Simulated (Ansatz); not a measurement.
**CdSe with an Se vacancy: field gradients at two levels of theory**

Cell: a supercell of CdSe (wurtzite type, P6_3mc) built from a COD entry, with the ions relaxed around the defect (PBE).

Space group P3m1 (No. 156); a = 8.6000, c = 14.0400 Å, γ = 120.00°.

```
site  Wyckoff  site symmetry       x       y       z
 Cd1       1a            3m.  0.0000  0.0000  0.9630
 Cd2       1a            3m.  0.0000  0.0000  0.5081
 Cd3       3d            .m.  0.9895  0.4947  0.9969
 Cd4       3d            .m.  0.0062  0.5031  0.5055
 Cd9       3d            .m.  0.1940  0.8060  0.2592
Cd10       3d            .m.  0.1677  0.8323  0.7534
Cd15       1c            3m.  0.6667  0.3333  0.2725
Cd16       1c            3m.  0.6667  0.3333  0.7406
Se17       1a            3m.  0.0000  0.0000  0.6942
Se18       3d            .m.  0.9843  0.4922  0.1861
Se19       3d            .m.  0.0042  0.5021  0.6912
Se24       3d            .m.  0.1647  0.8353  0.4391
Se25       3d            .m.  0.1702  0.8298  0.9436
Se30       1c            3m.  0.6667  0.3333  0.4538
Se31       1c            3m.  0.6667  0.3333  0.9304
```

One atom of each set is listed.

First run. The numbers come from a DFT calculation in Ansatz (PBE, plane waves and PAW, scalar-relativistic, 420 eV cutoff, Γ-centred 3×3×2 k-points, Fermi–Dirac smearing 0.01 eV, cell charge +2).

```csv
site,V_zz (10²¹ V/m²),η
Cd1,24.4,0.00
Cd2,-3.04,0.00
Cd3,3.77,0.84
Cd4,-1.60,0.10
Cd9,24.6,0.02
Cd10,2.11,0.43
Cd15,-7.68,0.00
Cd16,4.50,0.00
Se17,4.35,0.00
Se18,-6.85,0.52
Se19,1.12,0.24
Se24,7.46,0.41
Se25,4.69,0.48
Se31,-1.50,0.00
```

Second run. The same atoms and settings, except that the functional is r2SCAN and the cutoff is 500 eV.

**Question.** Given the first result, estimate the second.

**Answer.** 

```json
{"site": "Cd1", "V_zz": "25.9", "η": "0.00", "change of V_zz": "+1.49"}
{"site": "Cd2", "V_zz": "-3.29", "η": "0.00", "change of V_zz": "-0.25"}
{"site": "Cd3", "V_zz": "4.11", "η": "0.84", "change of V_zz": "+0.34"}
{"site": "Cd4", "V_zz": "-1.78", "η": "0.13", "change of V_zz": "-0.18"}
{"site": "Cd9", "V_zz": "25.9", "η": "0.03", "change of V_zz": "+1.29"}
{"site": "Cd10", "V_zz": "2.33", "η": "0.41", "change of V_zz": "+0.22"}
{"site": "Cd15", "V_zz": "-8.32", "η": "0.00", "change of V_zz": "-0.64"}
{"site": "Cd16", "V_zz": "4.80", "η": "0.00", "change of V_zz": "+0.30"}
{"site": "Se17", "V_zz": "4.20", "η": "0.00", "change of V_zz": "-0.15"}
{"site": "Se18", "V_zz": "-7.15", "η": "0.39", "change of V_zz": "-0.30"}
{"site": "Se19", "V_zz": "1.16", "η": "0.06", "change of V_zz": "+0.04"}
{"site": "Se24", "V_zz": "7.42", "η": "0.42", "change of V_zz": "-0.04"}
{"site": "Se25", "V_zz": "4.62", "η": "0.36", "change of V_zz": "-0.07"}
{"site": "Se31", "V_zz": "-1.57", "η": "0.00", "change of V_zz": "-0.07"}
```

The largest change of V_zz is on Cd1, from 24.4 to 25.9. In per cent, |V_zz| changes by +5 to +11 on Cd, -3 to +5 on Se (all sites that start above 0.5). Where |V_zz| stays above 0.1, η moves most on Se19, from 0.24 to 0.06. The table leaves out 1 of the 15 sites, with |V_zz| up to 3.61; their tensors move by 0.11 at most along any direction. The statements above cover all sites.

The defect repeats with the cell of 31 atoms, so it feels its images: sites between two images don't show the values beside a lone defect, and zeros or small values of η there can come from the images' arrangement. Cd and Se carry a gradient in the pure host already, so the values there aren't the defect's effect alone. A uniform background compensates the cell's charge. Without spin–orbit coupling (the program notes it for Cd) the gradients can shift somewhat, as the gap is small.
